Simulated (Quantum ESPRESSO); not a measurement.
# TiC (Fm-3m) in Quantum ESPRESSO: further runs

One crystal, TiC, is run at these levels: LDA; tasks: phonons.

Everything below comes from runs of Quantum ESPRESSO 7.5. Logs are shortened: lines on timing, memory, paths and dates and some standing lists are left out, and cuts for length are marked.

**1. Starting point**

It takes space group Fm-3m (No. 225, cubic). Conventional cell: a = 4.331 Å, b = 4.331 Å, c = 4.331 Å, α = 90.00°, β = 90.00°, γ = 90.00°. Ti (site symmetry m-3m) is surrounded by 6 C at 2.17 Å. Around C (site symmetry m-3m) lie 6 Ti at 2.17 Å.

The cell is a database's computed one.

**2. Phonons, LDA**

Contents of pw.in:

```
&CONTROL
  calculation = 'scf'
  prefix = 'pwscf'
  outdir = './tmp'
  pseudo_dir = './pseudo'
  tprnfor = .true.
  tstress = .true.
  disk_io = 'low'
/
&SYSTEM
  ibrav = 0
  nat = 2
  ntyp = 2
  ecutwfc = 84
  nbnd = 14
  occupations = 'smearing'
  smearing = 'mv'
  degauss = 0.01469973
/
&ELECTRONS
  conv_thr = 4d-10
  electron_maxstep = 120
  mixing_beta = 0.5
/
ATOMIC_SPECIES
Ti    47.8670 Ti.upf
C     12.0110 C.upf
CELL_PARAMETERS angstrom
   0.0000000000    2.1657188437    2.1657188437
   2.1657188437    0.0000000000    2.1657188437
   2.1657188437    2.1657188437    0.0000000000
ATOMIC_POSITIONS crystal
Ti     0.0000000000    0.0000000000    0.0000000000
C      0.5000000000    0.5000000000    0.5000000000
K_POINTS automatic
9 9 9 0 0 0
```

Contents of relax.in:

```
&CONTROL
  calculation = 'vc-relax'
  prefix = 'pwscf'
  outdir = './tmp'
  pseudo_dir = './pseudo'
  tprnfor = .true.
  tstress = .true.
  disk_io = 'low'
  nstep = 40
  forc_conv_thr = 0.0001
  etot_conv_thr = 1d-06
/
&SYSTEM
  ibrav = 0
  nat = 2
  ntyp = 2
  ecutwfc = 84
  nbnd = 14
  occupations = 'smearing'
  smearing = 'mv'
  degauss = 0.01469973
/
&ELECTRONS
  conv_thr = 4d-10
  electron_maxstep = 120
  mixing_beta = 0.5
/
&IONS
  ion_dynamics = 'bfgs'
/
&CELL
  cell_dynamics = 'bfgs'
  press = 0
  press_conv_thr = 0.2
/
ATOMIC_SPECIES
Ti    47.8670 Ti.upf
C     12.0110 C.upf
CELL_PARAMETERS angstrom
   0.0000000000    2.1657188437    2.1657188437
   2.1657188437    0.0000000000    2.1657188437
   2.1657188437    2.1657188437    0.0000000000
ATOMIC_POSITIONS crystal
Ti     0.0000000000    0.0000000000    0.0000000000
C      0.5000000000    0.5000000000    0.5000000000
K_POINTS automatic
9 9 9 0 0 0
```

Contents of scf2.in:

```
&CONTROL
  calculation = 'scf'
  prefix = 'pwscf'
  outdir = './tmp'
  pseudo_dir = './pseudo'
  tprnfor = .true.
  tstress = .true.
  disk_io = 'low'
/
&SYSTEM
  ibrav = 0
  nat = 2
  ntyp = 2
  ecutwfc = 84
  nbnd = 14
  occupations = 'smearing'
  smearing = 'mv'
  degauss = 0.01469973
/
&ELECTRONS
  conv_thr = 1d-13
  electron_maxstep = 120
  mixing_beta = 0.5
  startingpot = 'file'
  startingwfc = 'file'
/
ATOMIC_SPECIES
Ti    47.8670 Ti.upf
C     12.0110 C.upf
CELL_PARAMETERS angstrom
   0.0000000000    2.1314779373    2.1314779373
   2.1314779373    0.0000000000    2.1314779373
   2.1314779373    2.1314779373    0.0000000000
ATOMIC_POSITIONS crystal
Ti     0.0000000000    0.0000000000    0.0000000000
C      0.5000000000    0.5000000000    0.5000000000
K_POINTS automatic
9 9 9 0 0 0
```

Contents of ph.in:

```
phonons of TiC
&INPUTPH
  prefix = 'pwscf'
  outdir = './tmp'
  tr2_ph = 1d-18
  fildyn = 'dyn'
  niter_ph = 90
  alpha_mix(1) = 0.4
/
0.0000000000 0.0000000000 0.0000000000
```

Contents of dynmat.in:

```
&INPUT
  fildyn = 'dyn'
  asr = 'crystal'
  filout = 'dynmat.disp'
  fileig = 'dynmat.eig'
/
```

Potentials or basis: PseudoDojo 0.4.1 SR LDA standard.

Command:

```bash
$ OMP_NUM_THREADS=1 pw.x -in pw.in > pw.out
$ OMP_NUM_THREADS=1 pw.x -in relax.in > relax.out
$ OMP_NUM_THREADS=1 pw.x -in scf2.in > scf2.out
$ OMP_NUM_THREADS=1 ph.x -in ph.in > ph.out
$ OMP_NUM_THREADS=1 dynmat.x -in dynmat.in > dynmat.out
```

pw.out:

```text
This program is part of the open-source Quantum ESPRESSO suite
     for quantum simulation of materials; please cite
[... 9 lines left out ...]
     --------------------
     sticks:   dense  smooth     PW     G-vecs:    dense   smooth      PW
     Sum         769     769    241                14211    14211    2421

     Using Slab Decomposition

     bravais-lattice index     =            0
     lattice parameter (alat)  =       5.7878  a.u.
     unit-cell volume          =     137.0985 (a.u.)^3
     number of atoms/cell      =            2
     number of atomic types    =            2
     number of electrons       =        16.00
     number of Kohn-Sham states=           14
     kinetic-energy cutoff     =      84.0000  Ry
     charge density cutoff     =     336.0000  Ry
     scf convergence threshold =      4.0E-10
     mixing beta               =       0.5000
     number of iterations used =            8  plain     mixing
     Exchange-correlation= SLA  PW   NOGX NOGC
                           (   1   4   0   0   0   0   0)

     celldm(1)=   5.787832  celldm(2)=   0.000000  celldm(3)=   0.000000
     celldm(4)=   0.000000  celldm(5)=   0.000000  celldm(6)=   0.000000

[... 8 lines left out ...]
               b(3) = (  0.707107  0.707107 -0.707107 )

     PseudoPot. # 1 for Ti read from file:
     Ti.upf
     Pseudo is Norm-conserving + core correction, Zval = 12.0
     Generated using ONCVPSP code by D. R. Hamann
     Using radial grid of 1568 points,  6 beta functions with:
                l(1) =   0
                l(2) =   0
                l(3) =   1
                l(4) =   1
                l(5) =   2
                l(6) =   2

     PseudoPot. # 2 for C  read from file:
     C.upf
     Pseudo is Norm-conserving + core correction, Zval =  4.0
     Generated using ONCVPSP code by D. R. Hamann
     Using radial grid of 1234 points,  4 beta functions with:
                l(1) =   0
                l(2) =   0
                l(3) =   1
                l(4) =   1

     atomic species   valence    mass     pseudopotential
     Ti               12.00    47.86700     Ti( 1.00)
     C                 4.00    12.01100     C ( 1.00)

     48 Sym. Ops., with inversion, found

   Cartesian axes

     site n.     atom                  positions (alat units)
         1        Ti     tau(   1) = (   0.0000000   0.0000000   0.0000000  )
         2        C      tau(   2) = (   0.7071068   0.7071068   0.7071068  )

     number of k points=    35  Marzari-Vanderbilt smearing, width (Ry)=  0.0147
                       cart. coord. in units 2pi/alat
        k(    1) = (   0.0000000   0.0000000   0.0000000), wk =   0.0027435
        k(    2) = (   0.0785674   0.0785674  -0.0785674), wk =   0.0219479
        k(    3) = (   0.1571348   0.1571348  -0.1571348), wk =   0.0219479
        k(    4) = (   0.2357023   0.2357023  -0.2357023), wk =   0.0219479
        k(    5) = (   0.3142697   0.3142697  -0.3142697), wk =   0.0219479
        k(    6) = (   0.1571348   0.0000000  -0.0000000), wk =   0.0164609
[... 27 lines left out ...]
        k(   34) = (  -0.0000000  -0.4714045   0.6285394), wk =   0.0658436
        k(   35) = (  -0.0785674  -0.3928371   0.7071068), wk =   0.0658436

     Dense  grid:    14211 G-vectors     FFT dimensions: (  36,  36,  36)

     Initial potential from superposition of free atoms

     starting charge      15.9986, renormalised to      16.0000
     Starting wfcs are   14 randomized atomic wfcs

     Self-consistent Calculation

     iteration #  1     ecut=    84.00 Ry     beta= 0.50
     Davidson diagonalization with overlap
     ethr =  1.00E-02,  avg # of iterations =  3.7

     total energy              =    -130.54393276 Ry
     estimated scf accuracy    <       0.79313051 Ry

     iteration #  2     ecut=    84.00 Ry     beta= 0.50
     Davidson diagonalization with overlap
     ethr =  4.96E-03,  avg # of iterations =  2.1

     total energy              =    -130.69124327 Ry
     estimated scf accuracy    <       1.22405538 Ry

     iteration #  3     ecut=    84.00 Ry     beta= 0.50
     Davidson diagonalization with overlap
     ethr =  4.96E-03,  avg # of iterations =  1.3

     total energy              =    -130.89258499 Ry
     estimated scf accuracy    <       0.01036698 Ry

     iteration #  4     ecut=    84.00 Ry     beta= 0.50
     Davidson diagonalization with overlap
     ethr =  6.48E-05,  avg # of iterations =  2.6

     total energy              =    -130.89314983 Ry
     estimated scf accuracy    <       0.00296179 Ry

     iteration #  5     ecut=    84.00 Ry     beta= 0.50
     Davidson diagonalization with overlap
     ethr =  1.85E-05,  avg # of iterations =  2.0

     total energy              =    -130.89376724 Ry
     estimated scf accuracy    <       0.00032495 Ry

     iteration #  6     ecut=    84.00 Ry     beta= 0.50
     Davidson diagonalization with overlap
     ethr =  2.03E-06,  avg # of iterations =  2.3

     total energy              =    -130.89373452 Ry
     estimated scf accuracy    <       0.00009905 Ry

     iteration #  7     ecut=    84.00 Ry     beta= 0.50
     Davidson diagonalization with overlap
     ethr =  6.19E-07,  avg # of iterations =  2.0

     total energy              =    -130.89375617 Ry
     estimated scf accuracy    <       0.00000277 Ry

     iteration #  8     ecut=    84.00 Ry     beta= 0.50
     Davidson diagonalization with overlap
     ethr =  1.73E-08,  avg # of iterations =  2.0

     total energy              =    -130.89375671 Ry
     estimated scf accuracy    <       0.00000038 Ry

     iteration #  9     ecut=    84.00 Ry     beta= 0.50
     Davidson diagonalization with overlap
     ethr =  2.35E-09,  avg # of iterations =  2.0

     total energy              =    -130.89375677 Ry
     estimated scf accuracy    <          3.4E-09 Ry

     iteration # 10     ecut=    84.00 Ry     beta= 0.50
     Davidson diagonalization with overlap
     ethr =  2.10E-11,  avg # of iterations =  3.0

     total energy              =    -130.89375677 Ry
     estimated scf accuracy    <          6.6E-09 Ry

     iteration # 11     ecut=    84.00 Ry     beta= 0.50
     Davidson diagonalization with overlap
     ethr =  2.10E-11,  avg # of iterations =  2.1

     End of self-consistent calculation

          k = 0.0000 0.0000 0.0000 (  1807 PWs)   bands (ev):

   -41.5473 -17.8922 -17.8922 -17.8922   2.1904  15.0676  15.0676  15.0676
    16.1125  16.1125  16.1125  16.1649  16.1649  25.0031

          k = 0.0786 0.0786-0.0786 (  1796 PWs)   bands (ev):

   -41.5383 -17.9546 -17.8980 -17.8980   2.4703  13.9879  14.3165  14.3165
    15.4575  15.4575  16.5993  17.9733  17.9733  25.4359

          k = 0.1571 0.1571-0.1571 (  1793 PWs)   bands (ev):

   -41.5155 -18.1101 -17.9128 -17.9128   3.2552  12.1756  13.0031  13.0031
    15.9824  15.9824  17.1157  19.8488  19.8488  25.7585

          k = 0.2357 0.2357-0.2357 (  1790 PWs)   bands (ev):

   -41.4894 -18.2825 -17.9296 -17.9296   4.3874  10.3252  12.0669  12.0669
    16.6986  16.6986  17.7184  21.4669  21.4669  24.4255

          k = 0.3143 0.3143-0.3143 (  1787 PWs)   bands (ev):

   -41.4722 -18.3927 -17.9404 -17.9404   5.5126   8.8550  11.5855  11.5855
    17.2369  17.2369  18.3745  22.4723  22.4723  22.9568

          k = 0.1571 0.0000-0.0000 (  1800 PWs)   bands (ev):

   -41.5353 -17.9499 -17.9126 -17.9126   2.5542  13.4446  14.4765  14.4765
    14.7318  16.2746  17.0014  17.0014  18.6622  25.6555

          k = 0.2357 0.0786-0.0786 (  1799 PWs)   bands (ev):

   -41.5171 -18.0649 -17.9342 -17.9236   3.1407  12.1352  13.3151  13.6956
    15.1356  16.3460  17.4537  18.4076  20.0535  26.3077

          k = 0.3143 0.1571-0.1571 (  1797 PWs)   bands (ev):

   -41.4921 -18.2251 -17.9525 -17.9432   4.1008  10.7598  12.1686  12.6761
    15.8295  16.9038  17.8434  19.9914  21.4506  25.6352

          k = 0.3928 0.2357-0.2357 (  1787 PWs)   bands (ev):

   -41.4719 -18.3495 -17.9681 -17.9590   5.1651   9.4202  11.5838  11.9484
    16.6292  17.3440  18.2568  21.3820  22.0376  24.3244

          k =-0.2357-0.3928 0.3928 (  1774 PWs)   bands (ev):

   -41.4662 -18.3837 -17.9859 -17.9509   5.6203   8.8856  11.5247  11.6409
    17.2089  17.2497  18.3685  21.7245  22.3451  23.7496

          k =-0.1571-0.3143 0.3143 (  1778 PWs)   bands (ev):

   -41.4776 -18.3140 -17.9874 -17.9318   4.8637   9.8078  11.7860  11.9077
    16.6615  17.1495  18.1105  20.7637  22.3924  24.4606

          k =-0.0786-0.2357 0.2357 (  1797 PWs)   bands (ev):

   -41.5008 -18.1727 -17.9695 -17.9106   3.7789  11.3494  12.3710  12.6410
    15.9360  16.7396  17.6771  19.3305  21.3769  25.8683

          k =-0.0000-0.1571 0.1571 (  1793 PWs)   bands (ev):

   -41.5247 -18.0298 -17.9346 -17.8972   2.9091  12.9458  13.3246  13.5521
    15.4106  16.2089  17.2772  18.0060  19.7344  25.9744

          k = 0.3143 0.0000-0.0000 (  1796 PWs)   bands (ev):

   -41.5049 -18.0902 -17.9645 -17.9645   3.4454  11.3673  13.9773  14.0442
    14.0442  16.5614  18.0277  18.0277  20.3275  27.1711

          k = 0.3928 0.0786-0.0786 (  1768 PWs)   bands (ev):
[... 36 lines left out ...]
   -41.4480 -18.2900 -18.1399 -18.0275   4.9396  10.7556  11.4505  12.8790
    15.6198  17.6232  18.1628  19.5304  20.3498  27.1160

          k =-0.0000-0.4714 0.4714 (  1768 PWs)   bands (ev):

   -41.4506 -18.2309 -18.2136 -17.9959   5.2531  10.2487  11.2170  12.2232
    16.6411  17.2502  18.3703  19.7853  21.0530  26.6235

          k = 0.6285 0.0000-0.0000 (  1756 PWs)   bands (ev):

   -41.4473 -18.3329 -18.0618 -18.0618   4.4778  10.9230  12.8112  14.3553
    14.3553  17.1409  17.9930  17.9930  20.4835  26.2358

          k =-0.0000-0.6285 0.6285 (  1774 PWs)   bands (ev):

   -41.4443 -18.3288 -18.0945 -18.0576   4.6112  11.0493  12.2552  13.8300
    14.7841  17.8420  17.9719  17.9934  20.2745  26.5515

          k = 0.3143 0.1571-0.0000 (  1790 PWs)   bands (ev):

   -41.4978 -18.1525 -17.9901 -17.9332   3.7769  11.1690  12.7950  12.9152
    15.3839  16.9193  18.0450  18.6073  21.1453  26.8009

          k = 0.3928 0.2357-0.0786 (  1785 PWs)   bands (ev):

   -41.4757 -18.2607 -18.0338 -17.9536   4.6354  10.2490  11.9141  12.3071
    16.0235  17.3887  18.2079  19.5746  21.9111  26.0597

          k =-0.2357-0.3928 0.5500 (  1782 PWs)   bands (ev):

   -41.4612 -18.3342 -18.0510 -17.9738   5.3502   9.5087  11.5011  11.9240
    16.7651  17.3690  18.2342  20.7473  21.7471  25.1612

          k = 0.4714 0.1571-0.0000 (  1780 PWs)   bands (ev):

   -41.4670 -18.2550 -18.0532 -18.0042   4.5335  10.4423  12.3397  12.9517
    15.2777  17.4828  18.2988  18.6911  21.2594  27.6403

          k =-0.1571-0.4714 0.6285 (  1775 PWs)   bands (ev):

   -41.4537 -18.2853 -18.1087 -18.0217   4.9962  10.3890  11.6294  12.4198
    16.0568  17.6156  18.1619  19.4371  20.9363  27.1385

          k =-0.0786-0.3928 0.5500 (  1783 PWs)   bands (ev):

   -41.4506 -18.2726 -18.1555 -18.0123   5.2533  10.2266  11.3300  12.0962
    16.8630  17.1853  18.1811  20.0823  20.7272  26.6964

          k = 0.0000-0.3143 0.4714 (  1784 PWs)   bands (ev):

   -41.4593 -18.2642 -18.1285 -17.9816   5.1192  10.0687  11.5745  11.9912
    16.5859  17.5162  18.3620  19.3356  21.7114  26.6125

          k =-0.0786-0.5500 0.7071 (  1769 PWs)   bands (ev):

   -41.4469 -18.3069 -18.0943 -18.0616   4.7165  10.9084  12.1155  13.0585
    15.4034  17.8197  17.9976  18.3740  20.4303  27.1193

          k =-0.0000-0.4714 0.6285 (  1779 PWs)   bands (ev):

   -41.4449 -18.2688 -18.1606 -18.0515   4.9807  11.1161  11.3151  12.4484
    16.1310  17.6136  18.0653  19.3675  20.0310  27.7413

          k =-0.0786-0.3928 0.7071 (  1776 PWs)   bands (ev):

   -41.4460 -18.2405 -18.1763 -18.0579   5.1046  10.8924  11.4236  11.9493
    16.8386  17.3868  18.0202  19.4367  20.1570  28.0747

     the Fermi energy is    14.4208 ev

!    total energy              =    -130.89375677 Ry
     estimated scf accuracy    <          1.6E-11 Ry
     smearing contrib. (-TS)   =      -0.00002059 Ry
     internal energy E=F+TS    =    -130.89373618 Ry

     The total energy is F=E-TS. E is the sum of the following terms:
     one-electron contribution =     -29.73701068 Ry
     hartree contribution      =      22.80261748 Ry
     xc contribution           =     -21.55633280 Ry
     ewald contribution        =    -102.40301018 Ry

     convergence has been achieved in  11 iterations

     Forces acting on atoms (cartesian axes, Ry/au):

     atom    1 type  1   force =    -0.00000000   -0.00000000    0.00000000
     atom    2 type  2   force =     0.00000000    0.00000000    0.00000000

     Total force =     0.000000     Total SCF correction =     0.000000

     Computing stress (Cartesian axis) and pressure

          total   stress  (Ry/bohr**3)                   (kbar)     P=     -122.82
  -0.00083493  -0.00000000  -0.00000000         -122.82       -0.00       -0.00
  -0.00000000  -0.00083493  -0.00000000           -0.00     -122.82       -0.00
  -0.00000000  -0.00000000  -0.00083493           -0.00       -0.00     -122.82

=------------------------------------------------------------------------------=
   JOB DONE.
=------------------------------------------------------------------------------=
```

It took 5 min on 1 thread of Intel Xeon Platinum 8375C at 2.90GHz (Ice Lake), shared host; peak memory 0.06 GiB.

Results:

| Property | Result |
| --- | --- |
| Free energy | -1780.9379 eV |
| Relaxed volume | 9.68 Å³/atom |
| Relaxed cell | a = 3.014 Å, b = 3.014 Å, c = 3.014 Å, α = 60.00°, β = 60.00°, γ = 60.00° |
| Space group after relaxing (to 0.05 Å) | Fm-3m (No. 225) |
| Pressure after relaxing | 0.0 GPa |
| Band gap on the k mesh | none (metal or under the smearing width) |
| Highest phonon frequency at Γ | 563 cm⁻¹ |

The path:
```
step  energy change (eV)  largest force (eV/Å)  pressure (GPa)  volume (Å³)
   1              0.0000                0.0000          -12.28        20.32
   2             -0.0337                0.0000            4.51        19.07
   3             -0.0378                0.0000           -0.32        19.39
   4             -0.0378                0.0000           -0.01        19.37
   5             -0.0378                0.0000            0.00        19.37
```

Final structure:
```
CELL_PARAMETERS angstrom
0.00000 2.13148 2.13148
2.13148 0.00000 2.13148
2.13148 2.13148 0.00000
ATOMIC_POSITIONS crystal
Ti 0.00000 0.00000 0.00000
C 0.50000 0.50000 0.50000
```

Phonon frequencies in cm⁻¹ (negative: imaginary):
```
              q point        frequencies
(0.000, 0.000, 0.000)  1 1 1 563 563 563
```

Optical modes at Γ, degenerate ones joined:
```csv
cm⁻¹,components,symmetry,active in
563,3,T1u,IR
```

Caveat: the mesh is thin for the phonons of a metal.

[end of part 1 of 2]
